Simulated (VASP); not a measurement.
Runs of VASP 6.6.1 on Si. The structure is cubic, space group Fd-3m (No. 227). Conventional cell: a = 5.427 Å, b = 5.427 Å, c = 5.427 Å, α = 90.00°, β = 90.00°, γ = 90.00°. Around Si (site symmetry -43m) lie 4 Si at 2.35 Å. 

| task | cell | gap on the mesh (eV) | pressure (GPa) |
| --- | --- | --- | --- |
| relaxation of the atoms | atoms relaxed from: a relaxed cell with its volume scaled by 1.04 | 0.85 | -3.5 |
| relaxation of the atoms | atoms relaxed from: a relaxed cell with its volume scaled by 0.98 | 0.75 | 2.1 |
| relaxation of the atoms | atoms relaxed from: a relaxed cell with its volume scaled by 1.06 | (b) | -5.0 |
| relaxation of the atoms | atoms relaxed from: a relaxed cell with its volume scaled by 0.94 | (a) | 6.9 |
| relaxation of the atoms | atoms relaxed from: a relaxed cell with its volume scaled by 1.02 | 0.82 | -1.8 |
| relaxation of cell and atoms | relaxed | 0.79 | 0.0 |
| relaxation of the atoms | atoms relaxed | 0.79 | 0.0 |

Alike in all rows: level r2SCAN; potentials or basis VASP PAW PBE potentials, release 64 (Si); no spin polarisation; k mesh 10 × 10 × 10; cutoff (eV) 600; smearing gaussian 0.03 eV.

Task: Estimate the missing entries.

Result: (a) 0.68; (b) 0.88.

Caveats: the PAW data sets were made with another functional, which shifts forces and pressure a little; the relaxation stopped at its first step, so nothing moved (some runs).

A k mesh can miss the band edges.
